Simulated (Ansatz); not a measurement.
# ZnSe: how well frozen cores do, part 2 of 2

The same cell of ZnSe is computed with all-electron LAPW, PAW on the default files and datasets made for this crystal, to set the results side by side.

Ansatz 0.2.0; DFT LDA; a database cell (COD). «Crystal datasets» are all-electron PAW datasets made for this crystal. The steps go on from the part before.

### 3 PAW on the default files

Contents of input.yaml:

```yaml
crystal:
  lattice:
    - [0.0, 2.8338, 2.8338]
    - [2.8338, 0.0, 2.8338]
    - [2.8338, 2.8338, 0.0]
  atoms:
    - { symbol: Zn, position: [0.0, 0.0, 0.0] }
    - { symbol: Se, position: [0.75, 0.75, 0.75] }
kpoints:
  mp_grid: { grid: [8, 8, 8] }
  band_path:
    path:
      - [0.0, 0.0, 0.0]
      - [-0.5, -0.5, 0.0]
      - [-0.375, -0.375, 0.25]
      - [-0.375, 0.0, 0.375]
      - [0.0, 0.0, 0.0]
      - [0.0, 0.0, 0.5]
      - [-0.5, -0.25, 0.25]
      - [-0.5, -0.5, 0.0]
    npoints: 14
scf:
  occupations: { method: fermi_dirac, width: 0.03 }
hamiltonian:
  xc: lda
  pseudopotentials: { kind: paw }
output:
  forces: true
  stress: true
  eigenvalues: true
  efg: { contact_densities: true }
  populations: true
  bader: true
  dos: { projected: true, de: 0.2, e_range: [-14, 8] }
  write_density: true
  write_potential: true
  elf: true
  volumetric_format: npy
```

Command:

```console
ansatz run input.yaml --threads 1 --pin off --max-ram 3072MiB --backend cpu --events-out ev --progress --plain --runs-dir out
```

Output:

```text
Engine: ansatz 0.2.0
Pseudopotentials: kind: paw
Pseudopotential: Zn, paw, valence charge 12, recommended cutoff 420 eV (normal)
Pseudopotential: Se, paw, valence charge 16, recommended cutoff 420 eV (normal)
Functional definition: SPW92
  exchange = slater_x
  correlation = pw_c
Crystal: 2 atoms, lattice volume = 45.513 Å³
Basis set: ecut = 420 eV, 893 PW (Γ)
Bands: 18, of which v1, the nominal top of the filled ones, is band 14 counted from 1 (13 counted from 0)
Symmetry: 24 space group operations
Space group: F-43m (ITA 216), of the structure as read, at distance tolerance 3.6e-5 Å
k-points: 29 of 512 (time reversal used)
Non-local potential: Zn, projectors of the file, l = 0: 2, l = 1: 2, l = 2: 3, l = 3: 1
Non-local potential: Se, projectors of the file, l = 0: 2, l = 1: 2, l = 2: 3, l = 3: 1
PAW form: soft (Blöchl's): semilocal exchange-correlation on the pseudo side does not see the compensation charge
PAW frozen core: Zn, regenerated for the run's functional, and the local potential with it (the file was generated under x = pbe(κ = 0.804, μ = 0.2195149727645171), c = pbe(β = 0.06672455060314922))
PAW frozen core: Se, regenerated for the run's functional, and the local potential with it (the file was generated under x = pbe(κ = 0.804, μ = 0.2195149727645171), c = pbe(β = 0.06672455060314922))
PAW one-centre angular grid: Zn, 590 points (default); XC on 64 Gauss nodes
PAW one-centre angular grid: Se, 590 points (default); XC on 64 Gauss nodes
Initial density: superposition of atomic densities (neutral atoms: chi_scale 0, normalization atom), corrected by the library's trained network
Initial wavefunctions: pseudopotential atomic-orbital guess
Functional: x = slater, c = lda
SCF iter   1: F=—  HF=-8630.826464 eV  |F-HF|=—  |Δ(HF+E_count)|=         —  Δρ=5.35e-3  dr2=7.94e-3  ethr=1.77e-3  ⟨swp⟩=6.0  Hψ=2639  notcnv=0
preconditioner: auto → none  [insulator: Δε(μ)=0.994 eV  Ē_g=11.850 eV  σ=0.030 eV  W_gap=1.00  n_scr=14 (ndim 8)  ℏωp=23.4 eV  f_vac=0.121  D(μ)=0.00/eV (n_scr^D=0)  ε∞_Penn≈4.9]
SCF iter   2: F=—  HF=-8630.824059 eV  |F-HF|=—  |Δ(HF+E_count)|=   2.40e-3  Δρ=2.04e-3  dr2=8.91e-4  ethr=2.83e-5  ⟨swp⟩=2.0  Hψ=1102  notcnv=0
SCF iter   3: F=—  HF=-8630.823963 eV  |F-HF|=—  |Δ(HF+E_count)|=   9.60e-5  Δρ=1.36e-3  dr2=3.68e-4  ethr=3.18e-6  ⟨swp⟩=2.0  Hψ=766  notcnv=0
SCF iter   4: F=—  HF=-8630.823877 eV  |F-HF|=—  |Δ(HF+E_count)|=   8.58e-5  Δρ=2.83e-4  dr2=3.47e-5  ethr=1.32e-6  ⟨swp⟩=2.0  Hψ=753  notcnv=0
SCF iter   5: F=—  HF=-8630.823861 eV  |F-HF|=—  |Δ(HF+E_count)|=   1.65e-5  Δρ=1.99e-5  dr2=2.04e-7  ethr=1.24e-7  ⟨swp⟩=2.0  Hψ=754  notcnv=0
SCF iter   6: F=-8630.823861 eV  HF=-8630.823861 eV  |F-HF|=5.60e-9  |Δ(HF+E_count)|=   5.37e-8  Δρ=4.18e-6  dr2=4.65e-9  ethr=3.57e-10  ⟨swp⟩=8.9  Hψ=3682  notcnv=0
SCF 1 converged in 6 iterations: F = -8630.823861 eV  dr2 = 4.65e-9
NSCF: frozen V_eff on 99 k-points
SCF converged after 6 iterations
Free energy (F): -8630.823861 eV
Harris-Foulkes:  -8630.823861 eV  (|F-HF|=5.60e-9)
Internal energy: -8630.823861 eV  (E = F + TS)
E sigma→0 (E₀):  -8630.823861 eV
Fermi energy:    6.986712 eV
--- Per-component energies (eV) ---
  E_band       = -394.139666
  E_kinetic    = 250.781311
  E_local      = -4403.702148  (includes V_loc(G=0)·N_el)
  E_nonlocal   = 27.811622
  E_hartree    = 2033.934443
  E_xc         = -238.921473
  E_vxc        = -151.798083  (∫ρ·V_xc dr)
  E_paw        = -3583.558378  (= ΣΔE_a)
  E_vpaw       = -185.104043  (= ΣTr[D̂ρ^β])
  E_aug_tail   = -0.000897  (compensation charges beyond the density's cutoff)
  E_ewald      = -2720.942845
  E_core_change = 3.774504  (= ΣΔE_core)
  E_smearing   = -0.000000  (= −TS)
  E_closure    = -0.000000  (closes the sum)
  Σ components = -8630.823861   (vs F -8630.823861, Δ=0.00e0)
--- Forces (eV/Å), atoms counted from 1 ---
  atom   1  Zn    -0.00000000    -0.00000000    -0.00000000
  atom   2  Se     0.00000000     0.00000000     0.00000000
  max |Σ_I F_I| component: 1.57e-16 eV/Å
--- Stress (GPa, compression-positive) ---
       -3.395218      -0.000000      -0.000000
       -0.000000      -3.395218       0.000000
       -0.000000       0.000000      -3.395218
  P = ⅓ Tr σ = -3.3952 GPa (-33.952 kbar)
--- PAW observables at the nuclei: V_zz in 10²¹ V/m², potentials from the cell's mean, atoms counted from 1 ---
  atom   1  Zn V_zz =    -0.000000   η = 0.0000   by run symmetry: forbidden
            electrostatic potential = -3941.832959 V   contact ρ = 165744.674589 e/Å³
  atom   2  Se V_zz =    +0.000000   η = 0.0000   by run symmetry: forbidden
            electrostatic potential = -4709.347014 V   contact ρ = 261619.250618 e/Å³
--- Band table (eV; the first three rows and the last of 29) ---
  k-point 0: bands = ["-40.5977", "-40.5977", "-40.5977", "-40.5931", "-40.5931", "-6.8665", "-0.2042", "-0.2042", "-0.2042", "0.1559", "0.1559", "6.4538", "6.4538", "6.4538", "7.4856", "12.1702", "12.1702", "12.1702"]
  k-point 1: bands = ["-40.5976", "-40.5976", "-40.5976", "-40.5931", "-40.5931", "-6.7657", "-0.1973", "-0.1886", "-0.1886", "0.1545", "0.1545", "5.0707", "6.3003", "6.3003", "8.5333", "12.0802", "12.4244", "12.4244"]
  k-point 2: bands = ["-40.5976", "-40.5976", "-40.5976", "-40.5931", "-40.5931", "-6.5041", "-0.1544", "-0.1544", "-0.1416", "0.1559", "0.1559", "3.3368", "5.9731", "5.9731", "9.0120", "12.8032", "12.8032", "12.8548"]
  k-point 28: bands = ["-40.5976", "-40.5975", "-40.5973", "-40.5931", "-40.5930", "-5.8042", "-0.0884", "-0.0036", "0.1259", "0.1263", "0.4567", "1.7071", "3.6551", "3.7583", "11.8004", "11.8981", "13.2622", "14.0196"]
--- Löwdin populations: 2 sites ---
  site symbol       q [e]
     0     Zn     10.7810
     1     Se     17.0164
  spilling = 0.007238 (of n_electrons = 28.000000)
--- Bader charges: 2 sites ---
  site symbol  charge [e]  shift [e]
     0     Zn      0.6764     0.0003
     1     Se     -0.6764     0.0003
  estimated error of the sums over rays = 3.0e-4 e
```

Run time: 17 s. Hardware: 1 thread of Intel Xeon 6975P-C (Granite Rapids), shared host; peak memory 0.43 GiB.

In short: pressure -3.40 GPa; gap 1.03 eV, direct at Γ.

```csv
atom,Bader charge (e),basin volume (Å³)
Zn1,+0.68,15.70
Se2,-0.68,29.82
```

The fields are shown in the conventional cell of this run's space group, carried over from its grid by interpolation.

Density in a lattice plane of the grid's cell (edges 5.67 and 5.67 Å, at 0.000 of the third edge), which holds Zn.

Values in e/Å³, 12 rows by 12 columns:
```
 6.53  1.59  0.27  0.11  0.06  0.03  0.02  0.03  0.06  0.11  0.27  1.58
 0.37  0.27  0.18  0.14  0.09  0.06  0.04  0.06  0.09  0.14  0.19  0.27
 0.11  0.11  0.14  0.16  0.14  0.11  0.10  0.11  0.14  0.16  0.14  0.11
 0.05  0.06  0.09  0.14  0.18  0.27  0.37  0.27  0.19  0.14  0.09  0.06
 0.02  0.03  0.06  0.11  0.27  1.59  6.53  1.58  0.27  0.11  0.06  0.03
 0.02  0.02  0.05  0.11  0.37  6.53 45.94  6.53  0.37  0.10  0.04  0.02
 0.02  0.03  0.06  0.11  0.27  1.58  6.53  1.59  0.27  0.11  0.06  0.03
 0.04  0.06  0.09  0.14  0.19  0.27  0.37  0.27  0.18  0.14  0.09  0.06
 0.10  0.11  0.14  0.16  0.14  0.11  0.11  0.11  0.14  0.16  0.14  0.11
 0.37  0.27  0.19  0.14  0.09  0.06  0.05  0.06  0.09  0.14  0.18  0.27
 6.53  1.58  0.27  0.11  0.06  0.03  0.02  0.03  0.06  0.11  0.27  1.59
45.94  6.53  0.37  0.10  0.04  0.02  0.02  0.02  0.05  0.11  0.37  6.53
```
Columns run along the first of these edges and rows up along the second, over one cell in 12 and 12 even steps from the bottom left corner. Atoms in the plane (fractional): Zn at (0.00, 0.00), Zn at (0.50, 0.50).

ELF in the same plane.

Values, 12 rows by 12 columns:
```
0.03 0.12 0.19 0.23 0.14 0.05 0.02 0.05 0.14 0.23 0.19 0.12
0.18 0.19 0.33 0.44 0.34 0.14 0.06 0.14 0.34 0.44 0.33 0.19
0.15 0.23 0.44 0.53 0.44 0.23 0.15 0.23 0.44 0.53 0.44 0.23
0.06 0.14 0.34 0.44 0.33 0.19 0.18 0.19 0.33 0.44 0.34 0.14
0.02 0.05 0.14 0.23 0.19 0.12 0.03 0.12 0.19 0.23 0.14 0.05
0.01 0.02 0.06 0.15 0.18 0.03 0.00 0.03 0.18 0.15 0.06 0.02
0.02 0.05 0.14 0.23 0.19 0.12 0.03 0.12 0.19 0.23 0.14 0.05
0.06 0.14 0.34 0.44 0.33 0.19 0.18 0.19 0.33 0.44 0.34 0.14
0.15 0.23 0.44 0.53 0.44 0.23 0.15 0.23 0.44 0.53 0.44 0.23
0.18 0.19 0.33 0.44 0.34 0.14 0.06 0.14 0.34 0.44 0.33 0.19
0.03 0.12 0.19 0.23 0.14 0.05 0.02 0.05 0.14 0.23 0.19 0.12
0.00 0.03 0.18 0.15 0.06 0.02 0.01 0.02 0.06 0.15 0.18 0.03
```
Columns run along the first of these edges and rows up along the second, over one cell in 12 and 12 even steps from the bottom left corner. Atoms in the plane (fractional): Zn at (0.00, 0.00), Zn at (0.50, 0.50).

Both are smooth fields of the valence electrons: close to the nuclei they are not physical.

Maxima of ELF outside the ion cores: 0.83 in the shell around Se, 0.8 Å from Se.

### 4 Datasets made for this crystal

input.yaml: that of step 3 with these lines changed.

```diff
@@ -20,3 +20,3 @@
       - [-0.5, -0.5, 0.0]
-    npoints: 14
+    npoints: 8
 scf:
@@ -25,3 +25,3 @@
   xc: lda
-  pseudopotentials: { kind: paw }
+  pseudopotentials: { kind: all_electron, datasets: crystal }
 output:
@@ -31,8 +31 @@
   efg: { contact_densities: true }
-  populations: true
-  bader: true
-  dos: { projected: true, de: 0.2, e_range: [-14, 8] }
-  write_density: true
-  write_potential: true
-  elf: true
-  volumetric_format: npy
```

Command:

```console
ansatz run input.yaml --threads 1 --pin off --max-ram 3072MiB --backend cpu --events-out ev --progress --plain --runs-dir out
```

Output, shortened:

```text
[...]
[... 1 set-up line as earlier in the session ...]
Pseudopotential: Zn, paw, valence charge 12, recommended cutoff 220 eV (normal), Koelling and Harmon's equation, gaussian nucleus
Pseudopotential: Se, paw, valence charge 16, recommended cutoff 220 eV (normal), Koelling and Harmon's equation, gaussian nucleus
[... 1 set-up line as earlier in the session ...]
[...]
Crystal: 2 atoms, lattice volume = 45.513 Å³
Basis set: ecut = 220 eV, 331 PW (Γ)
Bands: 13, of which v1, the nominal top of the filled ones, is band 9 counted from 1 (8 counted from 0)
[... 2 set-up lines as earlier in the session ...]
k-points: 29 of 512 (time reversal used)
[...]
SCF iter   1: F=—  HF=-114841.925951 eV  |F-HF|=—  |Δ(HF+E_count)|=         —  Δρ=3.35e-2  dr2=8.02e-1  ethr=4.54e-3  ⟨swp⟩=3.0  Hψ=2205  notcnv=0
[...]
  atom   1  Zn    -0.00000000    -0.00000000     0.00000000
  atom   2  Se     0.00000000     0.00000000    -0.00000000
[...]
--- Stress (GPa, compression-positive) ---
       -3.377598      -0.000000      -0.000000
        0.000000      -3.377598       0.000000
       -0.000000       0.000000      -3.377598
  P = ⅓ Tr σ = -3.3776 GPa (-33.776 kbar)
  It holds what live shells' own plane waves past their cutoff add
--- PAW observables at the nuclei: V_zz in 10²¹ V/m², potentials from the cell's mean, atoms counted from 1 ---
  atom   1  Zn V_zz =    -0.000000   η = 0.0000   by run symmetry: forbidden
            electrostatic potential = -3938.370050 V   contact ρ = 165813.183570 e/Å³
  atom   2  Se V_zz =    -0.000000   η = 0.0000   by run symmetry: forbidden
            electrostatic potential = -4705.832454 V   contact ρ = 261684.985799 e/Å³
--- Band table (eV; the first three rows and the last of 29) ---
  k-point 0: bands = ["-5.5940", "1.0703", "1.0703", "1.0703", "1.4309", "1.4309", "7.7263", "7.7263", "7.7263", "8.7583", "13.4436"]
[...]
```

Run time: 9 s. Hardware: 1 thread of Intel Xeon 6975P-C (Granite Rapids), shared host; peak memory 0.54 GiB.

This run gives: pressure -3.38 GPa; gap 1.03 eV, direct at Γ.

```
atom  contact density (e/Å³)
 Zn1                165813.2
 Se2                  261685
```

### 5 Comparison

Highest filled and lowest empty level at the labelled points (eV from each run's valence-band top):

```
point  LAPW top  LAPW bottom  PAW top  PAW bottom  crystal datasets top  crystal datasets bottom
    Γ      0.00         1.03     0.00        1.03                  0.00                     1.03
    X     -2.20         2.81    -2.20        2.81                 -2.20                     2.81
    U     -1.80         3.43    -1.81        3.43                 -1.80                     3.43
    K     -1.80         3.43    -1.81        3.43                 -1.80                     3.43
    Γ      0.00         1.03     0.00        1.03                  0.00                     1.03
    L     -0.87         2.35    -0.87        2.35                 -0.87                     2.35
    W     -2.69         5.35    -2.70        5.35                 -2.69                     5.35
    X     -2.20         2.81    -2.20        2.81                 -2.20                     2.81
```

```
          method  pressure (GPa)  gap (eV)  SCF cycles, all passes
            LAPW           -3.37      1.03                       7
             PAW           -3.40      1.03                       6
crystal datasets           -3.38      1.03                       9
```

### 6 What came out

This closing draws on all 2 parts.

| quantity | value |
| --- | --- |
| pressure | LAPW -3.37, PAW -3.40, crystal datasets -3.38 GPa |
| gap (LAPW) | 1.03 eV, direct at Γ |
| Bader charges (PAW) | Zn1 +0.68, Se2 -0.68 e |
| highest ELF (PAW) | 0.83, 0.82 Å from Se |

In words: At this geometry the cell is under tension of 3.4 GPa, so it would shrink if let go. The gap is 1.03 eV, direct at Γ. It is the Kohn-Sham gap of a semilocal functional, which mostly lies below the gap found in experiment. Measured gap of ZnSe: 2.695 eV (an exciton energy, a little under the gap; 300 K; “Alloy Disordering Effects on the Thermal Conductivity and Energy Gap Temperature Dependence of Cd1−xZnxSe Ternary Crystals Grown by the Bridgman Method”, 2023, pmc:10253836). This calculation gives 1.03 eV (-61.7 %). So large a miss can be the level of theory's own, or it may mean another phase, state or a wrong row. Semilocal functionals fall short of gaps. The calculation has no temperature and no excitons, and leaves out spin-orbit coupling. The top eV of the valence band is mostly Se 4p (93 % of the projected weight). The projection holds only the free atom's occupied shells (Zn 4s, Zn 3d, Se 4s, Se 4p in this range). In pressure, PAW differs from LAPW by -0.02 GPa and less than 0.01 eV in the gap.
